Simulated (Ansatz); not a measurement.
The system is SnO2.

```
Sn O
1.0
    -5.37331    5.37331    1.61623
     5.37331   -5.37331    1.61623
     5.37331    5.37331   -1.61623
Sn O
4 8
Direct
  0.35108 0.83107 0.18214
  0.83107 0.64892 0.47999
  0.16893 0.35108 0.52001
  0.64892 0.16893 0.81786
  0.20560 0.15493 0.36053
  0.84507 0.20560 0.05067
  0.79440 0.84507 0.63947
  0.15493 0.79440 0.94933
  0.16104 0.54296 0.70400
  0.54296 0.83896 0.38192
  0.45704 0.16104 0.61808
  0.83896 0.45704 0.29600
```

Measurements of this composition are mostly on another form, of space group No. 136.

| Quantity | Value |
| --- | --- |
| Program | Ansatz 0.2.0 |
| Task | relaxation of cell and atoms |
| Functional | PBEsol |
| Potentials or basis | Ansatz PAW |
| Cutoff | 420 eV (not typed: the program's choice for these potentials) |
| k mesh | 7 × 7 × 7 |
| Occupations | fermi-dirac, width 0.05 eV |
| Spin | no spin polarisation |

At the start: volume 15.55 Å³/atom.

**Question.** Where does the relaxation end?

**Answer.** It ends after 9 steps and the volume is 15.20 Å³/atom (-2.3 %); space group I4/m (No. 87, to 0.05 Å).

Step by step:
| step | energy change (eV) | largest force (eV/Å) | volume (Å³) |
| --- | --- | --- | --- |
| 1 | 0.0000 | 0.5387 | 186.66 |
| 2 | -0.1149 | 0.2510 | 183.19 |
| 3 | -0.1270 | 0.1105 | 181.74 |
| 4 | -0.1268 | 0.0669 | 182.24 |
| 5 | -0.1257 | 0.0208 | 182.65 |
| 6 | -0.1260 | 0.0062 | 182.61 |
| 7 | -0.1096 | 0.0062 | 182.61 |
| 8 | -0.1107 | 0.0013 | 182.40 |
| 9 | -0.1097 | 0.0013 | 182.40 |

Final structure:
```
Sn O
1.0
    -5.34100    5.34100    1.59850
     5.34100   -5.34100    1.59850
     5.34100    5.34100   -1.59850
Sn O
4 8
Cartesian
  3.5680 -1.6106 1.5985
  1.6106 3.5680 1.5985
  3.7304 1.7730 0.0000
  1.7730 6.9516 0.0000
  1.6656 2.2344 0.0000
  -3.1066 3.6754 1.5985
  3.6754 3.1066 1.5985
  8.4476 1.6656 0.0000
  5.7808 1.7118 0.0000
  3.6292 0.4398 1.5985
  1.7118 4.9012 0.0000
  -0.4398 3.6292 1.5985
```

Caveat: the plane-wave basis is chosen anew once the cell has moved, so the energies of steps on either side of that aren't comparable; the pressure holds a Pulay correction of +0.7 GPa for the finite cutoff; the PAW data sets come from PBE, with cores solved anew for the run's functional, which leaves a small shift of forces and pressure.
